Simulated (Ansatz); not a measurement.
input.yaml for Cu (Ansatz 0.2.0)

```yaml
crystal:
  lattice:
    - [11.5702539529, 0.0, 0.0]
    - [0.0, 2.2382121, 0.0]
    - [-4.595623942, 0.0, 21.7433883473]
  atoms:
    - { symbol: Cu, position: [0.5, 0.5, 0.5] }
basis:
  ecutwfc: "13 Ha"
kpoints:
  mp_grid: { grid: [2, 6, 1] }
hamiltonian:
  xc: pbe
  dispersion: d4
scf:
  occupations: { method: gaussian, width: 0.1 }
output:
  forces: true
  stress: true
  eigenvalues: true
```

Command:

```bash
ansatz run input.yaml --threads 1 --pin off --max-ram 1331MiB --backend cpu --events-out ev --progress --plain --runs-dir out
```

Output, shortened (HF is the Harris–Foulkes energy, dr2 the density residual in eV):

```text
Warning: basis.ecutwfc = 353.7480 eV is below the records' recommended 420 eV, and the density's cutoff is lower with it unless basis.ecutrho_ratio is high enough to keep the records' density cutoff: compare with a run at a higher cutoff
Pseudopotential: Cu, paw, valence charge 19, recommended cutoff 420 eV (normal)
Crystal: 1 atom, lattice volume = 563.082 Å³
Basis set: ecut = 353.7480 eV, 8569 PW (Γ), exchange–correlation on 144×30×288 points (8 copies of the dense FFT grid, shifted against one another)
Bands: 14, of which v1, the nominal top of the filled ones, is band 10 counted from 1 (9 counted from 0)
Symmetry: 4 space group operations
Space group: P2/m (ITA 10), of the structure as read, at distance tolerance 8.3e-5 Å
k-points: 8 of 12
Initial density: superposition of atomic densities, corrected by the library's trained network
SCF iter   1: HF=-6623.228022 eV  Δρ=4.73e-3  dr2=8.22e-2
SCF iter   2: HF=-6623.237765 eV  Δρ=4.70e-3  dr2=7.10e-2
SCF iter   3: HF=-6623.216372 eV  Δρ=8.82e-4  dr2=3.05e-3
SCF iter   4: HF=-6623.216709 eV  Δρ=1.44e-4  dr2=7.34e-5
SCF iter   5: HF=-6623.216841 eV  Δρ=2.20e-5  dr2=5.00e-6
SCF iter   6: HF=-6623.216863 eV  Δρ=4.16e-6  dr2=1.03e-7
SCF iter   7: F=-6623.216864 eV  HF=-6623.216864 eV  Δρ=2.66e-6  dr2=2.58e-8
SCF 1 converged in 7 iterations: F = -6623.216864 eV  dr2 = 2.58e-8
SCF converged after 7 iterations
Free energy (F): -6623.216864 eV
E sigma→0 (E₀):  -6623.216864 eV
Fermi energy:    -4.105913 eV
--- Forces (eV/Å), atoms counted from 1 ---
  atom   1  Cu     0.00000000     0.00000000     0.00000000
--- Stress (GPa, compression-positive) ---
       -0.000563       0.000000       0.000022
        0.000000       0.233377      -0.000000
        0.000022      -0.000000      -0.000397
  P = ⅓ Tr σ = 0.0775 GPa (0.775 kbar)
```

Settings here are deliberately varied, not converged.